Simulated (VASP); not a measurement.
# BaS (Fm-3m) in VASP: notebook, part 2 of 2

VASP 6.6.1.

### 4 Relaxation of cell and atoms, BLYP+D3(BJ)

The input, INCAR:

```
AGGAC    = 1.0          
AGGAX    = 1.0          
ALDAC    = 0.0          
ALDAX    = 1.0          
ALGO     = Fast           # electronic algorithm
EDIFF    = 1E-6           # SCF threshold, eV
EDIFFG   = -0.02          # ionic threshold
ENCUT    = 600            # plane-wave cutoff, eV
GGA      = B5             # functional
IBRION   = 2              # ionic algorithm
ISIF     = 3              # what is computed and relaxed
ISMEAR   = -1             # smearing method
IVDW     = 12             # dispersion correction
LASPH    = True           # aspherical terms in the spheres
LCHARG   = False          # write CHGCAR
LREAL    = False          # projectors in reciprocal space
LWAVE    = False          # write WAVECAR
NELM     = 60             # most SCF steps
NSW      = 40             # ionic steps
PREC     = Accurate       # precision mode
SIGMA    = 0.05           # smearing width, eV
VDW_A1   = 0.4298       
VDW_A2   = 4.2359       
VDW_S6   = 1.0          
VDW_S8   = 2.6996
```

The input, KPOINTS:

```
k-points
0
Gamma
  7 7 7
```

The input, POSCAR:

```
BaS
1.0
    0.0000000000      3.1937500000      3.1937500000
    3.1937500000      0.0000000000      3.1937500000
    3.1937500000      3.1937500000      0.0000000000
Ba S
1 1
Direct
    0.0000000000      0.0000000000      0.0000000000
    0.5000000000      0.5000000000      0.5000000000
```

Potentials or basis: VASP PAW PBE potentials, release 64 (Ba_sv, S).

Started as:

```console
> cat potpaw_PBE.64/Ba_sv/POTCAR potpaw_PBE.64/S/POTCAR > POTCAR
> mpirun -np 1 vasp_std > vasp.out
```

OUTCAR:

```text
EDIFF = 1E-6
   EDIFFG = -0.02
   ENCUT = 600
   GGA = B5
   IBRION = 2
   ISIF = 3
   ISMEAR = -1
   IVDW = 12
   LASPH = True
   LREAL = False
   NELM = 60
   NSW = 40
   PREC = Accurate
 IVDW          = 12

 ion  position               nearest neighbor table
   1  0.000  0.000  0.000-   2 3.19   2 3.19   2 3.19   2 3.19   2 3.19   2 3.19
   2  0.500  0.500  0.500-   1 3.19   1 3.19   1 3.19   1 3.19   1 3.19   1 3.19

  LATTYP: Found a face centered cubic cell.
 ALAT       =     6.3875000000

  Lattice vectors:

 A1 = (   0.0000000000,   3.1937500000,   3.1937500000)
 A2 = (   3.1937500000,   0.0000000000,   3.1937500000)
 A3 = (   3.1937500000,   3.1937500000,   0.0000000000)

Analysis of symmetry for initial positions (statically):
=====================================================================
 Subroutine PRICEL returns:
[... 169 lines left out ...]

------------------------ aborting loop because EDIFF is reached ----------------------------------------

 Edisp (eV)   -1.32941

 E8    (eV) :    -1.0309
[... 71 lines left out ...]
--------------------------------------- Ionic step        3  -------------------------------------------

 number of electron      16.0000002 magnetization

 Free energy of the ion-electron system (eV)
  ---------------------------------------------------
  ext. energy  EPLUGINS =         0.00000000
  ---------------------------------------------------
  free energy    TOTEN  =        -9.29947058 eV

  energy without entropy =       -9.29947058  energy(sigma->0) =       -9.29947058

 E-fermi :   2.8944     XC(G=0):  -8.0858

 val. band max:        1.8280972864   @ k =   0.0000   0.0000   0.0000
 cond. band min:       4.0914659628   @ k =   0.4286   0.4286   0.0000
 fundamental gap:      2.2633686765
 Fermi energy:         2.8944231958

 k-point     1 :       0.0000    0.0000    0.0000
  band No.  band energies     occupation
      1     -24.3281      2.00000
      2      -9.4144      2.00000
      3      -9.4144      2.00000
      4      -9.4144      2.00000
      5      -8.5077      2.00000
      6       1.8281      2.00000
      7       1.8281      2.00000
      8       1.8281      2.00000
      9       5.5507      0.00000
     10       5.6943      0.00000
     11       5.6943      0.00000
     12       5.6943      0.00000
[... 316 lines left out ...]
  FREE ENERGIE OF THE ION-ELECTRON SYSTEM (eV)
  ---------------------------------------------------
  free  energy   TOTEN  =       -10.6165955883 eV

  energy  without entropy=      -10.6165955883  energy(sigma->0) =      -10.61659559

 reached required accuracy - stopping structural energy minimisation
```

CONTCAR:

```text
BaS
   1.00000000000000
     0.0000000000000000    3.2036251281337673    3.2036251281337673
     3.2036251281337673   -0.0000000000000000    3.2036251281337673
     3.2036251281337673    3.2036251281337673   -0.0000000000000000
  Ba              S
     1     1
Direct
     0.0000000000000000    0.0000000000000000    0.0000000000000000
     0.5000000000000000    0.5000000000000000    0.5000000000000000

  0.00000000E+00  0.00000000E+00  0.00000000E+00
  0.00000000E+00  0.00000000E+00  0.00000000E+00
```

It took 57 s on 1 thread of Intel Xeon Platinum 8488C (Sapphire Rapids), shared host; peak memory 0.22 GiB.

Results:

| Item | Value |
| --- | --- |
| Free energy | -10.6166 eV |
| Relaxed volume | 32.88 Å³/atom |
| Relaxed cell | a = 4.531 Å, b = 4.531 Å, c = 4.531 Å, α = 60.00°, β = 60.00°, γ = 60.00° |
| Space group after relaxing (to 0.05 Å) | Fm-3m (No. 225) |
| Energy gained by relaxing | 0.4 meV/atom |
| Ionic steps | 3 |
| Pressure after relaxing | 0.0 GPa |
| Band gap on the k mesh | 2.26 eV, indirect (least direct gap 2.41 eV) |
| Dispersion energy per atom | -0.659 eV |

The path:
```
step  energy change (eV)  largest force (eV/Å)  pressure (GPa)  volume (Å³)
   1              0.0000                0.0000            0.41        65.15
   2             -0.0007                0.0000           -0.13        65.94
   3             -0.0008                0.0000            0.00        65.76
```

Final structure:
```yaml
crystal:
  lattice:
    - [0.00000, 3.20363, 3.20363]
    - [3.20363, 0.00000, 3.20363]
    - [3.20363, 3.20363, 0.00000]
  atoms:
    - { symbol: Ba, position: [0.00000, 0.00000, 0.00000] }
    - { symbol: S, position: [0.50000, 0.50000, 0.50000] }
```

Levels at points of the mesh, in eV from the valence-band top:
```
           k point  band 6  band 7  band 8  band 9  band 10  band 11
(0.00, 0.00, 0.00)    0.00    0.00    0.00    3.72     3.87     3.87
```

Caveat: the PAW data sets were made with another functional, which shifts forces and pressure a little; spin-orbit coupling is left out, which moves the levels of the heavy elements; an odd mesh through Γ misses points on the zone boundary, where band edges often lie.

### 5 Overview

```tsv
level	potentials or basis	cutoff (eV)	gap on the mesh (eV)	pressure (GPa)	relaxed volume (Å³/atom)
PBE	VASP PAW PBE potentials, release 64 (Ba_sv_GW, S_GW)	630	2.29	0.0	33.19
BLYP+D3	VASP PAW PBE potentials, release 64 (Ba_sv, S)	600	2.30	0.0	33.74
BLYP+D3(BJ)	VASP PAW PBE potentials, release 64 (Ba_sv, S)	600	2.26	0.0	32.88
```

Alike in all rows: task relaxation of cell and atoms; no spin polarisation; cell relaxed; k mesh 7 × 7 × 7; smearing fermi-dirac 0.05 eV.

Caveats: spin-orbit coupling is left out, which moves the levels of the heavy elements; an odd mesh through Γ misses points on the zone boundary, where band edges often lie; the PAW data sets were made with another functional, which shifts forces and pressure a little (some runs).

Total energies depend on the potentials used, so only differences within one code and one set of settings carry meaning.
